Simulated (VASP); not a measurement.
# GaP (F-43m) in VASP: further runs

Runs on GaP. Level: PBEsol. Tasks: single point.

Everything below comes from runs of VASP 6.6.1. Logs are shortened: lines on timing, memory, paths and dates and some standing lists are left out, and cuts for length are marked.

**The experiment to reproduce.**

“Stacking defects in GaP nanowires: Electronic structure and optical properties”, 2018, arxiv:1810.01194 quotes, for a bulk crystal of GaP at 10 K: band gap 2.34 eV (indirect).

The runs below are set against these values where they give the same quantity.

## (1) The structure

It takes space group F-43m (No. 216, cubic). The conventional cell has a = 5.451 Å, b = 5.451 Å, c = 5.451 Å, α = 90.00°, β = 90.00°, γ = 90.00°. P (site symmetry -43m) is surrounded by 4 Ga at 2.36 Å. Ga (site symmetry -43m) is surrounded by 4 P at 2.36 Å.

## (2) Single point, PBEsol

INCAR reads:

```
SYSTEM = GaP
ALGO     = Normal         ! electronic algorithm
EDIFF    = 1E-7           ! SCF threshold, eV
ENCUT    = 520            ! plane-wave cutoff, eV
GGA      = PS             ! functional
ISIF     = 2              ! what is computed and relaxed
ISMEAR   = 0              ! smearing method
LASPH    = .TRUE.         ! aspherical terms in the spheres
LCHARG   = .FALSE.        ! write CHGCAR
LREAL    = .FALSE.        ! projectors in reciprocal space
LWAVE    = .FALSE.        ! write WAVECAR
NBANDS   = 16             ! bands
NELM     = 60             ! most SCF steps
PREC     = Accurate       ! precision mode
SIGMA    = 0.1            ! smearing width, eV
```

KPOINTS reads:

```
k-points
0
G
  6 6 6
  0 0 0
```

POSCAR reads:

```
GaP
1.0
    0.0000000000     -2.7252500000     -2.7252500000
    2.7252500000      0.0000000000     -2.7252500000
    2.7252500000     -2.7252500000      0.0000000000
P Ga
1 1
Direct
    0.5000000000      0.5000000000      0.5000000000
    0.7500000000      0.7500000000      0.7500000000
```

Potentials or basis: VASP PAW PBE potentials, release 64 (P, Ga_d).

Started as:

```bash
> cat potpaw_PBE.64/P/POTCAR potpaw_PBE.64/Ga_d/POTCAR > POTCAR
> mpirun -np 1 vasp_std > vasp.out
```

OUTCAR:

```text
SYSTEM = GaP
   EDIFF = 1E-7
   ENCUT = 520
   GGA = PS
   ISIF = 2
   ISMEAR = 0
   LASPH = .TRUE.
   LREAL = .FALSE.
   NELM = 60
   PREC = Accurate

 ion  position               nearest neighbor table
   1  0.500  0.500  0.500-   2 2.36   2 2.36   2 2.36   2 2.36
   2  0.750  0.750  0.750-   1 2.36   1 2.36   1 2.36   1 2.36

  LATTYP: Found a face centered cubic cell.
 ALAT       =     5.4505000000

  Lattice vectors:

 A1 = (   0.0000000000,  -2.7252500000,  -2.7252500000)
 A2 = (   2.7252500000,   0.0000000000,  -2.7252500000)
 A3 = (   2.7252500000,  -2.7252500000,   0.0000000000)

Analysis of symmetry for initial positions (statically):
=====================================================================
 Subroutine PRICEL returns:
 Original cell was already a primitive cell.

 Routine SETGRP: Setting up the symmetry group for a
 face centered cubic supercell.

 Subroutine GETGRP returns: Found 24 space group operations
 (whereof 24 operations were pure point group operations)
 out of a pool of 48 trial point group operations.

The static configuration has the point symmetry T_d .

Analysis of symmetry for dynamics (positions and initial velocities):
=====================================================================
 Subroutine PRICEL returns:
 Original cell was already a primitive cell.

 Routine SETGRP: Setting up the symmetry group for a
 face centered cubic supercell.

 Subroutine GETGRP returns: Found 24 space group operations
 (whereof 24 operations were pure point group operations)
 out of a pool of 48 trial point group operations.

The dynamic configuration has the point symmetry T_d .

 Subroutine INISYM returns: Found 24 space group operations
 (whereof 24 operations are pure point group operations),
 and found     1 'primitive' translations

----------------------------------------------------------------------------------------

                                     Primitive cell

  volume of cell :      40.4808

  direct lattice vectors                    reciprocal lattice vectors
     0.000000000 -2.725250000 -2.725250000    -0.183469406 -0.183469406 -0.183469406
     2.725250000  0.000000000 -2.725250000     0.183469406  0.183469406 -0.183469406
     2.725250000 -2.725250000  0.000000000     0.183469406 -0.183469406  0.183469406

  length of vectors
     3.854085511  3.854085511  3.854085511     0.317778334  0.317778334  0.317778334

  position of ions in fractional coordinates (direct lattice)
     0.500000000  0.500000000  0.500000000
     0.750000000  0.750000000  0.750000000

  ion indices of the primitive-cell ions
   primitive index   ion index
                 1           1
                 2           2

----------------------------------------------------------------------------------------

 KPOINTS: k-points

Automatic generation of k-mesh.
 Grid dimensions read from file:
 generate k-points for:    6    6    6

 Generating k-lattice:

  Cartesian coordinates                     Fractional coordinates (reciprocal lattice)
    -0.030578234 -0.030578234 -0.030578234     0.166666667  0.000000000  0.000000000
     0.030578234  0.030578234 -0.030578234     0.000000000  0.166666667  0.000000000
     0.030578234 -0.030578234  0.030578234     0.000000000  0.000000000  0.166666667

  Length of vectors
     0.052963056  0.052963056  0.052963056

  Shift w.r.t. Gamma in fractional coordinates (k-lattice)
     0.000000000  0.000000000  0.000000000

 Subroutine IBZKPT returns following result:
 ===========================================

 Found     16 irreducible k-points:

 Following reciprocal coordinates:
            Coordinates               Weight
  0.000000  0.000000  0.000000      1.000000
  0.166667  0.000000  0.000000      8.000000
  0.333333  0.000000  0.000000      8.000000
  0.500000  0.000000  0.000000      4.000000
  0.166667  0.166667  0.000000      6.000000
  0.333333  0.166667  0.000000     24.000000
[... 8 lines left out ...]
 -0.333333  0.333333  0.166667     24.000000
 -0.333333  0.500000  0.166667     12.000000
   k-points           NKPTS =     16   k-points in BZ     NKDIM =     16   number of bands    NBANDS=     16
   number of dos      NEDOS =    301   number of ions     NIONS =      2
   total plane-waves  NPLWV =  27000
   dimension x,y,z NGX =    30 NGY =   30 NGZ =   30
   dimension x,y,z NGXF=    60 NGYF=   60 NGZF=   60
   ions per type =               1   1
   NGX,Y,Z   is equivalent  to a cutoff of  12.94, 12.94, 12.94 a.u.
   NGXF,Y,Z  is equivalent  to a cutoff of  25.88, 25.88, 25.88 a.u.
 SYSTEM =  GaP
   PREC   = accura    normal or accurate (medium, high low for compatibility)
   ISTART =      0    job   : 0-new  1-cont  2-samecut
   ICHARG =      2    charge: 1-file 2-atom 10-const
   ISPIN  =      1    spin polarized calculation?
   LNONCOLLINEAR =      F non collinear calculations
   LSORBIT =      F    spin-orbit coupling
   LASPH  =      T    aspherical Exc in radial PAW
   ENCUT  =  520.0 eV  38.22 Ry    6.18 a.u.   7.17  7.17  7.17*2*pi/ulx,y,z
   NELM   =     60;   NELMIN=  2; NELMDL= -5     # of ELM steps
   EDIFF  = 0.1E-06   stopping-criterion for ELM
   LREAL  =      F    real-space projection
   EDIFFG = 0.1E-05   stopping-criterion for IOM
   NSW    =      0    number of steps for IOM
   IBRION =     -1    ionic relax: 0-MD 1-quasi-New 2-CG
   NFREE  =      0    steps in history (QN), initial steepest desc. (CG)
   ISIF   =      2    stress and relaxation
   ISYM   =      2    0-nonsym 1-usesym 2-fastsym
   POTIM  = 0.5000    time-step for ionic-motion
   TEBEG  =    0.0;   TEEND  =   0.0 temperature during run
   PSTRESS=    0.0 pullay stress
   NELECT =      18.0000    total number of electrons
   NUPDOWN=      -1.0000    fix difference up-down
   EMIN   =  10.00;   EMAX   =-10.00  energy-range for DOS
   EFERMI =   0.00;   METHOD = LEGACY
   ISMEAR =     0;   SIGMA  =   0.10  broadening in eV -4-tet -1-fermi 0-gaus
   EFERMI_NEDOS =   21; number of points for ismear=-14 and -15
   IALGO  =     38    algorithm
   IMIX   =      4    mixing-type and parameters
     AMIX     =   0.40;   BMIX     =  1.00
     AMIX_MAG =   1.60;   BMIX_MAG =  1.00
  volume/ion in A,a.u.               =      20.24       136.59
  Fermi-wavevector in a.u.,A,eV,Ry     =   1.249538  2.361284 21.243377  1.561344
  Thomas-Fermi vector in A             =   2.383574
   LORBIT       =      0    0 simple, 1 ext, 2 COOP (PROOUT), +10 PAW based schemes
   GGA     = PS    functional components
   LHFCALC =     F    Hartree Fock is set to
   AEXX    =    0.0000 exact exchange contribution
   IVDW    =     0    specifies the selected vdW correction
   LEPSILON=     F    determine dielectric tensor
   LRPA    =     F    only Hartree local field effects (RPA)
 non-spin polarized calculation
 Gauss-broadening in eV      SIGMA  =   0.10
  energy-cutoff  :      520.00
  volume of cell :       40.48
 maximum number of plane-waves:      1113
 NGX is ok and might be reduce to    30
   NGX = 15   NGY = 15   NGZ = 15

 number of electron      17.9999989 magnetization

 Free energy of the ion-electron system (eV)
  ---------------------------------------------------
  ext. energy  EPLUGINS =         0.00000000
  ---------------------------------------------------
  free energy    TOTEN  =        -9.90569284 eV

  energy without entropy =       -9.90569284  energy(sigma->0) =       -9.90569284

 E-fermi :   5.0211     XC(G=0): -10.0185

 val. band max:        4.5756353706   @ k =   0.0000   0.0000   0.0000
 cond. band min:       6.0876241712   @ k =   0.5000   0.5000   0.0000
 fundamental gap:      1.5119888006
 Fermi energy:         5.0210638979

 k-point     1 :       0.0000    0.0000    0.0000
  band No.  band energies     occupation
      1      -9.9728      2.00000
      2      -9.9728      2.00000
      3      -9.9728      2.00000
      4      -9.8723      2.00000
      5      -9.8723      2.00000
      6      -7.9499      2.00000
[... 8 lines left out ...]
     15      14.3434      0.00000
     16      14.3434      0.00000

 k-point     2 :       0.1667    0.0000    0.0000
  band No.  band energies     occupation
      1      -9.9959      2.00000
      2      -9.9649      2.00000
      3      -9.9649      2.00000
      4      -9.8722      2.00000
      5      -9.8722      2.00000
      6      -7.5913      2.00000
[... 8 lines left out ...]
     15      13.4818      0.00000
     16      14.4176      0.00000

 k-point     3 :       0.3333    0.0000    0.0000
  band No.  band energies     occupation
      1     -10.0365      2.00000
      2      -9.9522      2.00000
      3      -9.9522      2.00000
      4      -9.8687      2.00000
      5      -9.8687      2.00000
      6      -6.6351      2.00000
[... 8 lines left out ...]
     15      14.1635      0.00000
     16      14.1635      0.00000

 k-point     4 :       0.5000    0.0000    0.0000
  band No.  band energies     occupation
      1     -10.0549      2.00000
      2      -9.9478      2.00000
      3      -9.9478      2.00000
      4      -9.8649      2.00000
      5      -9.8649      2.00000
      6      -5.8585      2.00000
[... 8 lines left out ...]
     15      16.2398      0.00000
     16      16.2398      0.00000

 k-point     5 :       0.1667    0.1667    0.0000
  band No.  band energies     occupation
      1     -10.0098      2.00000
      2      -9.9569      2.00000
      3      -9.9569      2.00000
      4      -9.8799      2.00000
      5      -9.8668      2.00000
      6      -7.4724      2.00000
[... 8 lines left out ...]
     15      14.7780      0.00000
     16      15.2415      0.00000

 k-point     6 :       0.3333    0.1667    0.0000
  band No.  band energies     occupation
      1     -10.0404      2.00000
      2      -9.9458      2.00000
      3      -9.9423      2.00000
      4      -9.8836      2.00000
      5      -9.8623      2.00000
      6      -6.7039      2.00000
[... 8 lines left out ...]
     15      15.2787      0.00000
     16      16.0545      0.00000
[... 115 lines left out ...]
 k-point    13 :       0.5000    0.5000    0.0000
  band No.  band energies     occupation
      1     -10.0908      2.00000
      2      -9.9090      2.00000
      3      -9.9069      2.00000
      4      -9.9069      2.00000
      5      -9.8503      2.00000
      6      -4.9462      2.00000
[... 8 lines left out ...]
     15      16.9888      0.00000
     16      17.5201      0.00000

 k-point    14 :       0.5000    0.3333    0.1667
  band No.  band energies     occupation
      1     -10.0597      2.00000
      2      -9.9382      2.00000
      3      -9.9269      2.00000
      4      -9.8868      2.00000
      5      -9.8614      2.00000
      6      -5.8508      2.00000
[... 8 lines left out ...]
     15      16.3119      0.00000
     16      17.8028      0.00000

 k-point    15 :      -0.3333    0.3333    0.1667
  band No.  band energies     occupation
      1     -10.0658      2.00000
      2      -9.9383      2.00000
      3      -9.9201      2.00000
      4      -9.8834      2.00000
      5      -9.8646      2.00000
      6      -5.1851      2.00000
[... 8 lines left out ...]
     15      16.9855      0.00000
     16      17.2874      0.00000

 k-point    16 :      -0.3333    0.5000    0.1667
  band No.  band energies     occupation
      1     -10.0767      2.00000
      2      -9.9268      2.00000
      3      -9.9122      2.00000
      4      -9.8933      2.00000
      5      -9.8590      2.00000
      6      -4.8747      2.00000
[... 8 lines left out ...]
     15      16.4625      0.00000
     16      18.1574      0.00000

------------------------ aborting loop because EDIFF is reached ----------------------------------------

  FORCE on cell =-STRESS in cart. coord.  units (eV):
  Direction    XX          YY          ZZ          XY          YZ          ZX
  --------------------------------------------------------------------------------------
  -------------------------------------------------------------------------------------
  Total       -0.1473056     -0.1473056     -0.1473056      0.0000000     -0.0000000     -0.0000000
  in kB       -5.8301634     -5.8301634     -5.8301634      0.0000000     -0.0000000     -0.0000000
  external PRESSURE =      -5.8301634 kB  Pullay stress =       0.0000000 kB

 VOLUME and BASIS-vectors are now :
 -----------------------------------------------------------------------------
  energy-cutoff  :      520.00
  volume of cell :       40.48
      direct lattice vectors                 reciprocal lattice vectors
     0.000000000 -2.725250000 -2.725250000    -0.183469406 -0.183469406 -0.183469406
     2.725250000  0.000000000 -2.725250000     0.183469406  0.183469406 -0.183469406
     2.725250000 -2.725250000  0.000000000     0.183469406 -0.183469406  0.183469406

 POSITION                                       TOTAL-FORCE (eV/Angst)
 -----------------------------------------------------------------------------------
      2.72525     -2.72525     -2.72525        -0.000000      0.000000      0.000000
      4.08788     -4.08788     -4.08788         0.000000     -0.000000     -0.000000
 -----------------------------------------------------------------------------------
    total drift:                               -0.000000      0.000000      0.000000

  FREE ENERGIE OF THE ION-ELECTRON SYSTEM (eV)
  ---------------------------------------------------
  free  energy   TOTEN  =        -9.9056928383 eV

  energy  without entropy=       -9.9056928383  energy(sigma->0) =       -9.90569284
```

Wall time 14 s (1 thread of Intel Xeon Platinum 8488C (Sapphire Rapids), shared host); peak memory 0.16 GiB.

Results:

```yaml
Free_energy: -9.9057 eV
Pressure: -0.6 GPa
Band_gap_on_the_k_mesh: 1.51 eV, indirect (least direct gap 1.75 eV)
```

Caveat: the PAW data sets were made with another functional, which shifts forces and pressure a little.

## (3) Single point, PBEsol (strained and moved within a subgroup)

INCAR reads:

```
SYSTEM = GaP
  PREC = Accurate
  ENCUT = 520
  EDIFF = 1E-6
  ISMEAR = 0
  SIGMA = 0.02
  LREAL = .False.
  LASPH = .True.
  NELM = 100
  ALGO = Fast
  ISIF = 2
  LWAVE = .False.
  LCHARG = .False.
  GGA = PS
  NBANDS = 16
```

KPOINTS reads:

```
Automatic mesh
0
Gamma
  8 8 8
  0 0 0
```

POSCAR reads:

```
GaP
1.0
    0.0000000000      2.6833356550      2.6015781550
    2.6833356550      0.0000000000      2.6015781550
    2.6833356550      2.6833356550      0.0000000000
Ga P
1 1
Direct
    0.0000000000      0.0000000000      0.0000000000
    0.7500000000      0.7500000000      0.7500000000
```

Potentials or basis: VASP PAW PBE potentials, release 64 (Ga_d, P).

Started as:

```bash
> cat potpaw_PBE.64/Ga_d/POTCAR potpaw_PBE.64/P/POTCAR > POTCAR
> mpirun -np 1 vasp_std > vasp.out
```

It took 17 s on 1 thread of Intel Xeon 6975P-C (Granite Rapids), shared host; peak memory 0.17 GiB.

It converged, with:

| Property | Result |
| --- | --- |
| Free energy | -9.8601 eV |
| Pressure | 7.1 GPa |
| Band gap on the k mesh | 1.08 eV, indirect (least direct gap 2.27 eV) |

Stress tensor (GPa, compression positive):
```
6.39 0.00 0.00
0.00 6.39 0.00
0.00 0.00 8.54
```

Levels at points of the mesh, in eV from the valence-band top:
```csv
k point,band 7,band 8,band 9,band 10,band 11,band 12
"(0.00, 0.00, 0.00)",-0.18,-0.18,0.00,2.27,3.65,3.71
"(0.50, 0.00, 0.00)",-7.28,-1.50,-1.23,1.68,4.37,4.67
"(0.50, 0.50, 0.00)",-7.16,-3.27,-3.27,1.08,1.30,10.99
"(0.50, 0.00, 0.50)",-7.38,-3.04,-3.02,1.31,1.61,10.92
```

Caveat: the PAW data sets were made with another functional, which shifts forces and pressure a little. A k mesh can miss the band edges.

## (4) Single point, PBEsol (P replaced by As, lengths x 1.031, strained and moved within the space group)

INCAR reads:

```
  ALGO = Fast
  EDIFF = 1E-6
  ENCUT = 520
  GGA = PS
  ISIF = 2
  ISMEAR = 0
  LASPH = True
  LCHARG = False
  LREAL = False
  LWAVE = False
  NBANDS = 16
  NELM = 100
  PREC = Accurate
  SIGMA = 0.02
```

KPOINTS reads:

```
k-points
0
Gamma
  10 10 10
```

POSCAR reads:

```
GaAs
1.0
    0.0000000000      2.7088696766      2.7088696766
    2.7088696766      0.0000000000      2.7088696766
    2.7088696766      2.7088696766      0.0000000000
Ga As
1 1
Direct
    0.0000000000      0.0000000000      0.0000000000
    0.7500000000      0.7500000000      0.7500000000
```

Potentials or basis: VASP PAW PBE potentials, release 64 (Ga_d, As).

Started as:

```bash
> cat potpaw_PBE.64/Ga_d/POTCAR potpaw_PBE.64/As/POTCAR > POTCAR
> mpirun -np 1 vasp_std > vasp.out
```

Run time: 14 s. Hardware: 1 thread of Intel Xeon 6975P-C (Granite Rapids), shared host; peak memory 0.17 GiB.

It converged, with:

```yaml
Free_energy: -8.8963 eV
Pressure: 12.3 GPa
Band_gap_on_the_k_mesh: 1.08 eV, indirect (least direct gap 1.45 eV)
```

Levels at points of the mesh, in eV from the valence-band top:
```csv
k point,band 7,band 8,band 9,band 10,band 11,band 12
"(0.00, 0.00, 0.00)",0.00,0.00,0.00,1.45,3.70,3.70
"(0.50, 0.00, 0.00)",-7.46,-1.36,-1.36,1.30,4.60,4.60
"(0.50, 0.50, 0.00)",-7.50,-3.19,-3.19,1.08,1.46,11.18
```

Caveat: the PAW data sets were made with another functional, which shifts forces and pressure a little. A k mesh can miss the band edges.

## (5) Summary

| potentials or basis | cell | k mesh | smearing | gap on the mesh (eV) | pressure (GPa) |
| --- | --- | --- | --- | --- | --- |
| VASP PAW PBE potentials, release 64 (P, Ga_d) | as given | 6 × 6 × 6 | gaussian 0.1 eV | 1.51 | -0.6 |
| VASP PAW PBE potentials, release 64 (Ga_d, P) | strained and moved within a subgroup | 8 × 8 × 8 | gaussian 0.02 eV | 1.08 | 7.1 |
| VASP PAW PBE potentials, release 64 (Ga_d, As) | P replaced by As, lengths x 1.031, strained and moved within the space group | 10 × 10 × 10 | gaussian 0.02 eV | 1.08 | 12.3 |

Alike in all rows: task single point; level PBEsol; no spin polarisation; cutoff (eV) 520.

Caveats: the PAW data sets were made with another functional, which shifts forces and pressure a little.

Total energies depend on the potentials used, so only differences within one code and one set of settings carry meaning.

## (6) Comparison with measurements

Step 2. Measured gap of GaP: 2.34 eV (indirect; 10 K; quoted in “Stacking defects in GaP nanowires: Electronic structure and optical properties”, 2018, arxiv:1810.01194). This calculation gives 1.51 eV (-0.83 eV). Spin-orbit coupling on Ga is left out. The value is that of PBEsol on a finite k mesh, which can miss the band edges, without temperature or zero-point motion. Semilocal functionals fall short of measured gaps as a rule.
